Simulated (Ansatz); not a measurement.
# Br (P-1) in Ansatz: convergence with wavefunction cutoff

Aim: find how far wavefunction cutoff must go before the results for Br settle, at PBE. This setting moves, with any that are tied to it; all else stays.

Everything below comes from runs of Ansatz 0.2.0. Logs are shortened: lines on timing, memory, paths and dates and some standing lists are left out, and cuts for length are marked.

## 1. The cell of the first run

The typed cell holds 1 atom: a = 4.027 Å, b = 4.153 Å, c = 4.013 Å, α = 138.62°, β = 138.69°, γ = 59.91°.

The cell isn't the ideal one: cell strained at random at fixed volume.

## 2. With wavefunction cutoff 200 eV

input.yaml

```yaml
crystal:
  lattice:
    - [-1.370861, 1.428219, 3.507104]
    - [1.54394, -1.435024, 3.57868]
    - [1.343779, 1.407943, -3.509812]
  atoms:
    - { symbol: Br, position: [0.012077, 0.004741, 0.018963] }
hamiltonian:
  xc: pbe
  pseudopotentials: { kind: paw }
kpoints:
  mp_grid: { grid: [7, 7, 9] }
scf:
  occupations: { method: gaussian, width: 0.1 }
output:
  forces: true
  stress: true
  eigenvalues: true
basis:
  ecutwfc: "200 eV"
```

Potentials or basis: Ansatz PAW.

Run with:

```bash
> ansatz run input.yaml --threads 2 --pin off --max-ram 5632MiB --backend cpu --events-out ev --progress --plain --runs-dir out
```

Wall time 2.4 s (2 threads of Intel Xeon at 2.50GHz (Skylake/Cascade Lake), shared host); peak memory 0.28 GiB.

What came out:

```
Free energy            : -2782.0425 eV
Pressure               : 1.0 GPa
Band gap on the k mesh : none (metal or under the smearing width)
```

## 3. With wavefunction cutoff 250 eV

input.yaml, as its differences from that of step 2:

```diff
@@ -19,2 +19,2 @@
 basis:
-  ecutwfc: "200 eV"
+  ecutwfc: "250 eV"
```

Potentials or basis: Ansatz PAW.

Run with:

```bash
> ansatz run input.yaml --threads 2 --pin off --max-ram 5632MiB --backend cpu --events-out ev --progress --plain --runs-dir out
```

Wall time 2.9 s (2 threads of Intel Xeon at 2.50GHz (Skylake/Cascade Lake), shared host); peak memory 0.29 GiB.

What came out:

```
Free energy            : -2782.7926 eV
Pressure               : 1.0 GPa
Band gap on the k mesh : none (metal or under the smearing width)
```

## 4. With wavefunction cutoff 300 eV

input.yaml, as its differences from that of step 3:

```diff
@@ -19,2 +19,2 @@
 basis:
-  ecutwfc: "250 eV"
+  ecutwfc: "300 eV"
```

Run with:

```bash
> ansatz run input.yaml --threads 2 --pin off --max-ram 5632MiB --backend cpu --events-out ev --progress --plain --runs-dir out
```

Run time: 3 s. Hardware: 2 threads of Intel Xeon at 2.50GHz (Skylake/Cascade Lake), shared host; peak memory 0.3 GiB.

What came out:

```
Free energy            : -2782.9589 eV
Pressure               : 0.9 GPa
Band gap on the k mesh : none (metal or under the smearing width)
```

## 5. With wavefunction cutoff 350 eV

input.yaml, as its differences from that of step 4:

```diff
@@ -19,2 +19,2 @@
 basis:
-  ecutwfc: "300 eV"
+  ecutwfc: "350 eV"
```

Run with:

```bash
> ansatz run input.yaml --threads 2 --pin off --max-ram 5632MiB --backend cpu --events-out ev --progress --plain --runs-dir out
```

Wall time 3.2 s (2 threads of Intel Xeon at 2.50GHz (Skylake/Cascade Lake), shared host); peak memory 0.32 GiB.

What came out:

```
Free energy            : -2782.9812 eV
Pressure               : 0.9 GPa
Band gap on the k mesh : none (metal or under the smearing width)
```

## 6. With wavefunction cutoff 400 eV

input.yaml, as its differences from that of step 5:

```diff
@@ -19,2 +19,2 @@
 basis:
-  ecutwfc: "350 eV"
+  ecutwfc: "400 eV"
```

Potentials or basis: Ansatz PAW.

Run with:

```bash
> ansatz run input.yaml --threads 2 --pin off --max-ram 5632MiB --backend cpu --events-out ev --progress --plain --runs-dir out
```

Run time: 3.6 s. Hardware: 2 threads of Intel Xeon at 2.50GHz (Skylake/Cascade Lake), shared host; peak memory 0.33 GiB.

It converged, with:

```yaml
Free_energy: -2782.9824 eV
Pressure: 0.9 GPa
Band_gap_on_the_k_mesh: none (metal or under the smearing width)
```

## 7. With wavefunction cutoff 450 eV

input.yaml, as its differences from that of step 6:

```diff
@@ -19,2 +19,2 @@
 basis:
-  ecutwfc: "400 eV"
+  ecutwfc: "450 eV"
```

Run with:

```bash
> ansatz run input.yaml --threads 2 --pin off --max-ram 5632MiB --backend cpu --events-out ev --progress --plain --runs-dir out
```

It took 4 s on 2 threads of Intel Xeon at 2.50GHz (Skylake/Cascade Lake), shared host; peak memory 0.35 GiB.

The run converged. Its results:

- Free energy: -2782.9827 eV
- Pressure: 0.9 GPa
- Band gap on the k mesh: none (metal or under the smearing width)

## 8. With wavefunction cutoff 500 eV

input.yaml, as its differences from that of step 7:

```diff
@@ -19,2 +19,2 @@
 basis:
-  ecutwfc: "450 eV"
+  ecutwfc: "500 eV"
```

Run with:

```bash
> ansatz run input.yaml --threads 2 --pin off --max-ram 5632MiB --backend cpu --events-out ev --progress --plain --runs-dir out
```

Run time: 4.2 s. Hardware: 2 threads of Intel Xeon at 2.50GHz (Skylake/Cascade Lake), shared host; peak memory 0.36 GiB.

It converged, with:

```
Free energy            : -2782.9830 eV
Pressure               : 0.9 GPa
Band gap on the k mesh : none (metal or under the smearing width)
```

## 9. With wavefunction cutoff 600 eV

input.yaml, as its differences from that of step 8:

```diff
@@ -19,2 +19,2 @@
 basis:
-  ecutwfc: "500 eV"
+  ecutwfc: "600 eV"
```

Potentials or basis: Ansatz PAW.

Run with:

```bash
> ansatz run input.yaml --threads 2 --pin off --max-ram 5632MiB --backend cpu --events-out ev --progress --plain --runs-dir out
```

Run time: 5.7 s. Hardware: 2 threads of Intel Xeon at 2.50GHz (Skylake/Cascade Lake), shared host; peak memory 0.39 GiB.

It converged, with:

```
Free energy            : -2782.9831 eV
Pressure               : 0.9 GPa
Band gap on the k mesh : none (metal or under the smearing width)
```

## 10. With wavefunction cutoff 800 eV

input.yaml, as its differences from that of step 9:

```diff
@@ -19,2 +19,2 @@
 basis:
-  ecutwfc: "600 eV"
+  ecutwfc: "800 eV"
```

Potentials or basis: Ansatz PAW.

Run with:

```bash
> ansatz run input.yaml --threads 2 --pin off --max-ram 5632MiB --backend cpu --events-out ev --progress --plain --runs-dir out
```

Output:

```text
Warning: RAYON_NUM_THREADS=2 ignored (pool sized by the plan → 2); use --threads N
basis.fft_grid_basis auto: the FFT boxes are laid along the combinations [[1, 0, 1], [0, 1, 1], [0, 0, 1]] of the cell's own vectors, 2.836, 2.889 and 4.013 Å long. The dense box has 27×27×40 points. Along the cell's own vectors, as sized, it would have 40×40×40, 2.19 times as many. basis.fft_grid_basis: typed keeps the cell's own vectors: state it where this run's energies or levels are differenced outside the engine with another run's, or held beside a run that keeps those vectors.
Engine: ansatz 0.2.0, x86_64-unknown-linux-gnu
Pseudopotentials: kind: paw
Pseudopotential: Br, paw, valence charge 7, recommended cutoff 420 eV (normal), Br.paw.azcp
Functional definition: PBE
  parameter kappa = 0.804
  parameter beta = 0.06672455060314922
  exchange = pbe_x(kappa = kappa, mu = beta*pi^2/3)
  correlation = pbe_c(beta = beta)
Crystal: 1 atoms, lattice volume = 28.997 Å³
Basis set: ecut = 800 eV, 1513 PW (Γ), FFT grids on a1+a3, a2+a3, a3, exchange–correlation on 54×54×80 points (8 copies of the dense FFT grid, shifted against one another)
Bands: 8, of which v1, the nominal top of the filled ones, is band 4 counted from 1 (3 counted from 0)
Symmetry: 2 space group operations
Space group: P-1 (ITA 2), of the structure as read, at distance tolerance 3.1e-5 Å
k-points: 221 of 441
Non-local potential: Br, projectors of the file, l = 0: 2, l = 1: 2, l = 2: 2
PAW form: soft (Blöchl's): semilocal exchange-correlation on the pseudo side does not see the compensation charge
PAW one-centre angular grid: Br, 110 points (default); XC on 64 Gauss nodes
Initial density: superposition of atomic densities (neutral atoms: chi_scale 0, normalization atom), corrected by the library's trained network
Initial wavefunctions: pseudopotential atomic-orbital guess
Functional: x = pbe(κ = 0.804, μ = 0.2195149727645171), c = pbe(β = 0.06672455060314922)
SCF iter   1: F=—  HF=-2782.983194 eV  |F-HF|=—  |Δ(HF+E_count)|=         —  Δρ=1.11e-3  dr2=2.44e-4  ethr=1.77e-3  ⟨swp⟩=7.6  Hψ=16195  notcnv=0
preconditioner: auto → none  [metal: Δε(μ)=0.026 eV  Ē_g=16.119 eV  σ=0.100 eV  W_gap=0.15  n_scr=2 (ndim 8)  ℏωp=18.2 eV  f_vac=0.000  D(μ)=0.48/eV (n_scr^D=0)  sad-step TF]
SCF iter   2: F=—  HF=-2782.983191 eV  |F-HF|=—  |Δ(HF+E_count)|=   2.12e-6  Δρ=8.53e-4  dr2=1.42e-4  ethr=3.49e-6  ⟨swp⟩=2.9  Hψ=4587  notcnv=0
SCF iter   3: F=—  HF=-2782.983184 eV  |F-HF|=—  |Δ(HF+E_count)|=   7.82e-6  Δρ=1.30e-4  dr2=2.92e-6  ethr=2.03e-6  ⟨swp⟩=2.2  Hψ=2483  notcnv=0
SCF iter   4: F=—  HF=-2782.983187 eV  |F-HF|=—  |Δ(HF+E_count)|=   2.95e-6  Δρ=3.58e-5  dr2=3.68e-7  ethr=4.18e-8  ⟨swp⟩=2.4  Hψ=2401  notcnv=0
SCF iter   5: F=—  HF=-2782.983187 eV  |F-HF|=—  |Δ(HF+E_count)|=   1.54e-7  Δρ=2.34e-5  dr2=1.64e-7  ethr=5.25e-9  ⟨swp⟩=2.0  Hψ=2320  notcnv=0
SCF iter   6: F=-2782.983187 eV  HF=-2782.983187 eV  |F-HF|=2.34e-8  |Δ(HF+E_count)|=   4.28e-8  Δρ=1.23e-5  dr2=4.47e-8  ethr=1.43e-9  ⟨swp⟩=6.9  Hψ=8981  notcnv=0
SCF 1 converged in 6 iterations: F = -2782.983187 eV  dr2 = 4.47e-8
SCF converged after 6 iterations
Free energy (F): -2782.983187 eV
Harris-Foulkes:  -2782.983187 eV  (|F-HF|=2.34e-8)
Internal energy: -2782.980815 eV  (E = F + TS)
E sigma→0 (E₀):  -2782.982001 eV
Entropy (-TS):   -0.002372 eV (-2.372 meV/atom)
Fermi energy:    3.590053 eV
--- Per-component energies (eV) ---
  E_band       = -17.534609
  E_kinetic    = 131.214821
  E_local      = -200.928561  (includes V_loc(G=0)·N_el)
  E_nonlocal   = 70.274642
  E_hartree    = 47.603971
  E_xc         = -262.575424
  E_vxc        = -101.235598  (∫ρ·V_xc dr)
  E_paw        = -2247.087155  (= ΣΔE_a)
  E_vpaw       = -12.066443  (= ΣTr[D̂ρ^β])
  E_aug_tail   = 0.000000  (compensation charges beyond the density's cutoff)
  E_ewald      = -321.483108
  E_smearing   = -0.002372  (= −TS)
  E_closure    = -0.000000  (closes the sum)
  Σ components = -2782.983187   (vs F -2782.983187, Δ=0.00e0)
--- Forces (eV/Å), atoms counted from 1 ---
  atom   1  Br     0.00000000     0.00000000     0.00000000
  max |Σ_I F_I| component: 0.00e0 eV/Å
--- Stress (GPa, compression-positive) ---
        0.623083       0.101527      -0.226771
        0.101526       0.154324       0.005529
       -0.226771       0.005530       1.875019
  P = ⅓ Tr σ = 0.8841 GPa (8.841 kbar)
--- Band table (eV; the first three rows and the last of 221) ---
  k-point 0: bands = ["-12.5708", "1.4557", "4.3530", "4.7276", "9.1753", "13.4676", "14.0142", "19.2815"]
  k-point 1: bands = ["-12.2841", "1.6505", "3.3268", "3.6251", "9.7832", "15.1277", "15.6271", "16.6096"]
  k-point 2: bands = ["-11.4917", "1.5567", "1.7463", "2.1378", "11.1211", "14.5228", "14.7835", "16.3974"]
  k-point 220: bands = ["-10.8645", "0.0870", "1.4975", "2.1919", "11.7686", "13.2473", "14.2719", "16.6646"]
```

Run time: 8.5 s. Hardware: 2 threads of Intel Xeon at 2.50GHz (Skylake/Cascade Lake), shared host; peak memory 0.44 GiB.

Results:

| Quantity | Value |
| --- | --- |
| Free energy | -2782.9832 eV |
| Pressure | 0.9 GPa |
| Band gap on the k mesh | none (metal or under the smearing width) |

## 11. Summary

```
wavefunction cutoff  energy less the tightest run, at zero smearing (meV/atom)  pressure (GPa)  SCF cycles  CPU time (s)  peak memory (GiB)
             200 eV                                                     940.70            1.03           6           3.5               0.28
             250 eV                                                     190.63            0.96           6             4               0.29
             300 eV                                                      24.25            0.88           6           4.7                0.3
             350 eV                                                       1.99            0.88           6           5.2               0.32
             400 eV                                                       0.81            0.88           6           5.7               0.33
             450 eV                                                       0.47            0.88           6           6.8               0.35
             500 eV                                                       0.16            0.88           6           7.5               0.36
             600 eV                                                       0.05            0.88           6           9.7               0.39
             800 eV                                                       0.00            0.88           6            14               0.44
```

Against the tightest run, the energy stays within 1 meV/atom from 400 eV on; the pressure stays within 0.1 GPa from 250 eV on. The tightest run that finished is the yardstick and may itself not be fully converged.

Caveats: an odd number of electrons without spin polarisation forces a metal; a magnetic or distorted state may lie lower.
